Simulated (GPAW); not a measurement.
## Optical response of Zr3Ag

Aim: the dielectric function of Zr3Ag, and the optical constants that follow from it.

Main program and level: GPAW 26.7.0; DFT, PBE, plane-wave PAW (GPAW data sets), scalar-relativistic, RPA, optical limit.

This is a report of a sequence of runs, with most program output left out.

## (1) The starting structure

It takes space group P4/mmm (No. 123, tetragonal). Conventional cell: a = 4.566 Å, b = 4.566 Å, c = 3.986 Å, α = 90.00°, β = 90.00°, γ = 90.00°. Nearest to Ag lie 12 Zr at 3.03 to 3.23 Å. Zr has 8 Zr at 3.03 to 3.23 Å and 4 Ag at 3.03 Å nearest. Zr has 8 Zr at 3.03 Å and 4 Ag at 3.23 Å nearest. Farther neighbours are not listed.

Structure file:

```cif
data_structure
_symmetry_space_group_name_H-M 'P4/mmm'
_symmetry_Int_Tables_number 123
_cell_length_a 4.5660
_cell_length_b 4.5660
_cell_length_c 3.9860
_cell_angle_alpha 90.000
_cell_angle_beta 90.000
_cell_angle_gamma 90.000
_cell_volume 83.10
loop_
_atom_site_label
_atom_site_type_symbol
_atom_site_symmetry_multiplicity
_atom_site_Wyckoff_symbol
_atom_site_fract_x
_atom_site_fract_y
_atom_site_fract_z
_atom_site_occupancy
Ag1 Ag 1 a 0.00000 0.00000 0.00000 1
Zr1 Zr 2 e 0.50000 0.00000 0.50000 1
Zr2 Zr 1 c 0.50000 0.50000 0.00000 1
```

## (2) Ground state

The self-consistent density comes first; it also tells whether there is a gap, which decides the occupations and the need for a Drude term.

This step: DFT, PBE, plane-wave PAW (GPAW data sets), scalar-relativistic, ground state (GPAW 26.7.0).

File gs.py:

```python
from ase import Atoms
from ase.dft.bandgap import bandgap
from gpaw import GPAW, PW, FermiDirac

atoms = Atoms(['Ag', 'Zr', 'Zr', 'Zr'],
              cell=[[4.566000000000, 0.000000000000, 0.000000000000],
                    [0.000000000000, 4.566000000000, 0.000000000000],
                    [0.000000000000, 0.000000000000, 3.986000000000]],
              scaled_positions=[[0.000000000000, 0.000000000000, 0.000000000000],
                                [0.500000000000, 0.000000000000, 0.500000000000],
                                [0.000000000000, 0.500000000000, 0.500000000000],
                                [0.500000000000, 0.500000000000, 0.000000000000]],
              pbc=[True, True, True])
atoms.calc = GPAW(mode=PW(500), xc='PBE', kpts={'size': (5, 5, 6), 'gamma': True},
                  occupations=FermiDirac(0.05), maxiter=150, txt='gs.txt')
print('energy (eV)', atoms.get_potential_energy())
print('Fermi level (eV)', atoms.calc.get_fermi_level())
print('valence electrons', atoms.calc.get_number_of_electrons())
print('gap (eV)', bandgap(atoms.calc, output=None)[0])
print('direct gap (eV)', bandgap(atoms.calc, direct=True, output=None)[0])
atoms.calc.write('gs.gpw')
```

On the command line:

```
> OMP_NUM_THREADS=1 python gs.py
```

Run time: 27 s. Hardware: 1 thread of Intel Xeon Platinum 8488C (Sapphire Rapids), shared host; peak memory 0.19 GiB.

Read-outs, printed or worked out from the files:

* energy: -24.90 eV
* Fermi energy: 9.534 eV
* electrons: 53

There are states at the Fermi level within the smearing, so the occupations stay smeared and the carriers get a Drude term.

## (3) Bands for the response

The response needs many more empty bands than the density does.

This step: DFT, PBE, plane-wave PAW (GPAW data sets), scalar-relativistic, bands at fixed density (GPAW 26.7.0).

File nscf.py:

```python
from ase.dft.bandgap import bandgap
from gpaw import GPAW, FermiDirac

calc = GPAW('gs.gpw').fixed_density(kpts={'size': (8, 8, 8), 'gamma': True}, nbands=73, convergence={'bands': 67},
                                    occupations=FermiDirac(0.05), txt='nscf.txt')
print('gap (eV)', bandgap(calc, output=None)[0])
print('direct gap (eV)', bandgap(calc, direct=True, output=None)[0])
print('top band over the Fermi level (eV)', min(calc.get_eigenvalues(kpt=k)[66] for k in range(len(calc.get_ibz_k_points()))) - calc.get_fermi_level())
calc.write('full.gpw', mode='all')
```

On the command line:

```
> OMP_NUM_THREADS=1 python nscf.py
```

Wall time 5.6 min (1 thread); peak memory 0.39 GiB.

## (4) Dielectric function, RPA

Transitions between filled and empty bands, summed over the zone, give the optical response, so mesh, band count and broadening shape it.

The induced potential is part of this response.

This step: DFT, PBE, plane-wave PAW (GPAW data sets), scalar-relativistic, RPA, optical limit (GPAW 26.7.0).

File df.py:

```python
from gpaw.response.df import DielectricFunction

df = DielectricFunction('full.gpw', frequencies={'type': 'nonlinear', 'domega0': 0.03, 'omega2': 8},
                        ecut=50,
                        eta=0.2,
                        nbands=67,
                        rate=0.2,
                        txt='df.txt')
for direction in ['x', 'z']:
    df.get_dielectric_function(xc='RPA', direction=direction, filename=f'df_{direction}.csv')
```

On the command line:

```
> OMP_NUM_THREADS=1 python df.py
```

The job ended after 44 s (1 thread; peak memory 0.4 GiB).

Read-outs, printed or worked out from the files:

```
centre of weight of the strongest loss peak in the window : 17.44 eV
```

The Im ε has structure finer than the step of the table below, so its rows give means over 1 eV, whole bins alone (the curve runs from 0.619 to 25.0 eV). Peaks (eV: height): E ∥ x 8.0: 4.55; E ∥ z 4.0: 9.81, 8.4: 4.84.

Sum at mesh points, not converged in k. Im ε against photon energy; means over each step:

```
photon energy (eV)  E ∥ x  E ∥ z
                 2   23.4   21.8
                 3   11.8   10.9
                 4   8.81   8.82
                 5   6.15   7.01
                 6   5.16   5.73
                 7   3.91   3.56
                 8   4.19   4.51
                 9   2.73   2.87
                10   1.64   1.60
                11   1.24   1.33
                12   1.15   1.12
                13  0.940  0.894
                14  0.856  0.899
                15  0.787  0.707
                16  0.679  0.588
                17  0.565  0.528
                18  0.461  0.435
                19  0.368  0.378
                20  0.296  0.334
                21  0.257  0.254
                22  0.237  0.240
                23  0.249  0.280
                24  0.198  0.228
```

Values under 1 per cm are given as 1; sum at mesh points, not converged in k. Table of absorption coefficient by photon energy:

```
photon energy (eV)  E ∥ x (1/cm)  E ∥ z (1/cm)
              1.01         5.9e5         4.9e5
              1.99         8.6e5         8.0e5
              3.02         8.8e5         8.2e5
              3.98         1.0e6         9.3e5
              4.98         1.0e6         1.1e6
              6.02         1.2e6         1.3e6
              6.99         1.2e6         1.1e6
              8.03         1.5e6         1.4e6
              9.02         1.6e6         1.7e6
             10.03         1.4e6         1.3e6
             11.03         1.2e6         1.3e6
             12.02         1.2e6         1.2e6
             13.00         1.1e6         1.1e6
             14.04         1.0e6         1.1e6
             14.96         1.0e6         1.0e6
             16.03         9.3e5         8.6e5
             16.96         8.8e5         7.9e5
             18.05         7.3e5         6.5e5
             18.97         5.9e5         5.3e5
             20.06         4.3e5         4.9e5
             20.95         3.7e5         3.6e5
             22.02         3.2e5         3.1e5
             23.01         3.5e5         3.9e5
             24.04         2.7e5         3.0e5
```

Sum at mesh points, not converged in k. Reflectivity at normal incidence against photon energy; read off at these points:

```
photon energy (eV)  E ∥ x (%)  E ∥ z (%)
              1.00       72.5       66.7
              1.50       66.6       63.2
              2.00       65.7       63.0
              2.50       61.4       57.1
              3.00       54.4       50.5
              3.50       51.7       46.2
              4.00       51.0       44.2
              4.50       49.7       44.4
              5.00       43.5       43.3
              5.50       43.2       42.0
              6.00       44.5       43.4
              6.50       42.2       47.4
              7.00       37.0       36.5
              7.50       34.2       29.5
              8.00       39.8       34.9
              8.50       44.5       44.7
              9.00       49.6       53.2
              9.28       48.6       55.0
              9.50       49.8       52.8
             10.00       46.2       44.2
             10.50       45.1       42.8
             11.00       39.9       37.7
             11.50       33.5       34.3
             12.00       32.4       36.2
             12.50       31.4       33.0
             13.00       29.4       27.9
             13.50       25.4       22.4
             14.00       21.7       23.4
             14.50       21.3       23.9
             15.00       20.9       22.9
             15.50       19.4       20.0
             16.00       17.6       17.3
             16.50       17.1       15.0
             17.00       16.7       13.2
             17.50       14.3       12.4
             18.00       12.6       10.8
             18.50       11.4       8.62
             19.00       8.99       6.66
             19.50       7.42       6.05
             20.00       5.98       5.64
             20.50       4.37       4.44
             21.00       3.32       3.11
             21.50       2.62       2.32
             22.00       1.85       1.52
             22.50       1.57       1.40
             23.00       1.40       1.35
             23.50       1.25       1.39
             24.00      0.834      0.928
             24.50      0.465      0.662
```

Sum at mesh points, not converged in k. Loss function −Im 1/ε at q → 0 against energy loss; read off at these points:

```
energy loss (eV)   E ∥ x   E ∥ z
             1.0  0.0184  0.0234
             2.0  0.0354  0.0400
             3.0  0.0756  0.0854
             4.0  0.0939   0.101
             5.0   0.146   0.132
             6.0   0.157   0.146
             7.0   0.239   0.253
             8.0   0.194   0.209
             9.0   0.209   0.181
            10.0   0.322   0.357
            11.0   0.511   0.492
            12.0   0.680   0.617
            13.0   0.887   0.986
            14.0    1.14    1.05
            15.0    1.23    1.38
            16.0    1.49    1.67
            17.0    1.74    1.68
            17.4    1.92    1.82
            17.5    1.91    1.82
            18.0    1.86    1.80
            19.0    1.70    1.37
            20.0    1.26    1.22
            21.0   0.788   0.745
            22.0   0.524   0.471
            23.0   0.474   0.484
            24.0   0.328   0.366
```

Sum at mesh points, not converged in k. The Im ε, E ∥ x by photon energy; read off at these points:

```
photon energy (eV)  without local fields  with local fields
               1.0                  49.0               48.9
               1.5                  33.5               33.2
               2.0                  23.7               23.7
               2.5                  14.8               14.8
               3.0                  11.8               11.4
               3.5                  10.8               10.2
               4.0                  9.73               9.20
               4.5                  6.96               6.70
               5.0                  6.32               6.07
               5.5                  5.79               5.89
               6.0                  5.10               5.30
               6.5                  4.06               4.32
               7.0                  3.49               3.68
               7.5                  4.07               4.09
               8.0                  4.51               4.53
               8.5                  3.57               3.63
               9.0                  2.59               2.64
               9.5                  1.97               2.01
              10.0                  1.63               1.67
              10.5                  1.27               1.31
              11.0                  1.21               1.22
              11.5                  1.27               1.25
              12.0                  1.16               1.15
              12.5                  1.05               1.04
              13.0                 0.984              0.942
              13.5                 0.971              0.866
              14.0                 0.990              0.851
              14.5                 0.937              0.846
              15.0                 0.866              0.798
              15.5                 0.757              0.727
              16.0                 0.693              0.672
              16.5                 0.654              0.647
              17.0                 0.593              0.570
              17.5                 0.529              0.488
              18.0                 0.517              0.471
              18.5                 0.463              0.412
              19.0                 0.438              0.371
              19.5                 0.395              0.336
              20.0                 0.332              0.286
              20.5                 0.317              0.273
              21.0                 0.294              0.255
              21.5                 0.278              0.247
              22.0                 0.262              0.229
              22.5                 0.277              0.250
              23.0                 0.251              0.253
              23.5                 0.228              0.233
              24.0                 0.204              0.195
              24.5                 0.206              0.175
```

Optical constants at common wavelengths, from n + ik = √ε:

```
wavelength (nm)   n x    k x  R (%) x   1/α x   n z    k z  R (%) z  1/α z
           1550  5.06  6.859     75.8   18 nm  4.93  5.863     71.6  21 nm
            800  3.48  4.599     66.2   14 nm  3.55  4.191     62.9  15 nm
            633  2.87  4.292     65.6   12 nm  2.88  4.007     63.0  13 nm
            532  2.24  3.737     63.4   11 nm  2.23  3.423     59.8  12 nm
            450  1.97  3.159     58.1   11 nm  2.05  2.857     53.1  13 nm
            405  1.97  2.865     53.8   11 nm  1.99  2.642     50.0  12 nm
            308  1.75  2.603     51.1  9.4 nm  2.08  2.359     44.7  10 nm
```

A polished face would reflect 62 % of daylight and look faintly yellow (CIE x = 0.324, y = 0.342 under D65).

## (5) Summary of results

| Item | Value |
| --- | --- |
| centre of weight of the strongest loss peak in the window, first axis | 17.4 eV |

**Reading.** At this level (PBE, RPA) Zr3Ag is a metal. The mesh is too coarse to trust the carriers' weight, the reflectivity or the colour to better than tens of per cent. A polished face would reflect 62 % of daylight and look faintly yellow (CIE x = 0.324, y = 0.342 under D65). The carriers' damping of 0.2 eV is typed, not computed; it shapes the response at the lowest energies. The curves end at 25 eV, about where the summed bands run out. In this version of GPAW the matrix elements of the optical limit are incomplete, which can lower ε − 1 by up to a tenth where first-row anions or d states rule, and shift it by more in d metals. GPAW's carrier term has the form −ωp²/(ω + i·rate)², which damps like twice the rate and fails at low energy, so the curves leave the lowest energies out. The sum runs over mesh points 0.20 Å⁻¹ apart with no interpolation, so peaks are partly noise of the mesh, and the Drude plasma energy, a sum over the Fermi surface, isn't converged.

[Machine, clock and banner lines and Python warnings are left out of the logs.]

[Logs are printed without paths, hosts, clocks, repeated set-up lines and the standing remarks that a program may print on its own settings, such as how far it seeks lower states.]

[Hosts, paths, dates, database ids (printed as entryN), source tags and the programs' standing remarks are cut or masked in the printed files.]
